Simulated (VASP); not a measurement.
**W: elastic constants with r2SCAN**

Crystal: W.

```
W
1.0
    -1.58234    1.58234    1.58234
     1.58234   -1.58234    1.58234
     1.58234    1.58234   -1.58234
W
1
Direct
  0.00000 0.00000 0.00000
```

```yaml
Program: VASP 6.6.1
Task: elastic constants
Functional: r2SCAN
Potentials_or_basis: VASP PAW PBE potentials, release 64 (W_sv)
Cutoff: 600 eV
k_mesh: 9 × 9 × 9
Occupations: methfessel-paxton, width 0.1 eV
Spin: no spin polarisation
Ions_in_elastic_constants: relaxed
Further_INCAR_settings: ALGO = Normal; EDIFF = 1e-08; IBRION = 6; POTIM = 0.015; NSW = 1; ISIF = 3
```

```json
{"Relaxed volume": "15.99 Å³/atom", "Relaxed cell": "a = 2.749 Å, b = 2.749 Å, c = 2.749 Å, α = 109.47°, β = 109.47°, γ = 109.47°", "Space group after relaxing (to 0.05 Å)": "Im-3m (No. 229)", "Elastic constants C11, C12, C44": "457, 233, 104 GPa", "Voigt bulk modulus": "308 GPa"}
```

The path:
| step | energy change (eV) | largest force (eV/Å) | pressure (GPa) | volume (Å³) |
| --- | --- | --- | --- | --- |
| 1 | 0.0000 | 0.0000 | 2.76 | 15.85 |
| 2 | 0.0130 | 0.0000 | -9.05 | 16.48 |
| 3 | -0.0012 | 0.0000 | -0.02 | 15.99 |
| 4 | -0.0012 | 0.0000 | 0.03 | 15.99 |
| 5 | -0.0012 | 0.0000 | 0.03 | 15.99 |
| 6 | -0.0012 | 0.0000 | 0.03 | 15.99 |
| 7 | -0.0012 | 0.0000 | 0.03 | 15.99 |
| 8 | -0.0012 | 0.0000 | 0.03 | 15.99 |
| 9 | -0.0012 | 0.0000 | 0.03 | 15.99 |
| 10 | -0.0012 | 0.0000 | 0.03 | 15.99 |
| 11 | -0.0012 | 0.0000 | 0.03 | 15.99 |
| 12 | -0.0012 | 0.0000 | 0.03 | 15.99 |
| 13 | -0.0012 | 0.0000 | 0.02 | 15.99 |

Final structure:
```
W
1.0
    -1.58701    1.58701    1.58701
     1.58701   -1.58701    1.58701
     1.58701    1.58701   -1.58701
W
1
Direct
  0.00000 0.00000 0.00000
```

Elastic tensor in Voigt notation (GPa, in the Cartesian axes of the cell as first typed):
```
457 233 233   0   0   0
233 457 233   0   0   0
233 233 457   0   0   0
  0   0   0 104   0   0
  0   0   0   0 104   0
  0   0   0   0   0 104
```

Clamped-ion elastic tensor (GPa):
```
457 233 233   0   0   0
233 457 233   0   0   0
233 233 457   0   0   0
  0   0   0 104   0   0
  0   0   0   0 104   0
  0   0   0   0   0 104
```

It took 19 min on 1 thread of AMD EPYC 9R45 96-Core Processor (Zen 5), on a shared host, peak memory 0.18 GiB.

Caveat: the PAW data sets were made with another functional, which shifts forces and pressure a little. The run has no spin-orbit coupling, so splittings on W are missing.
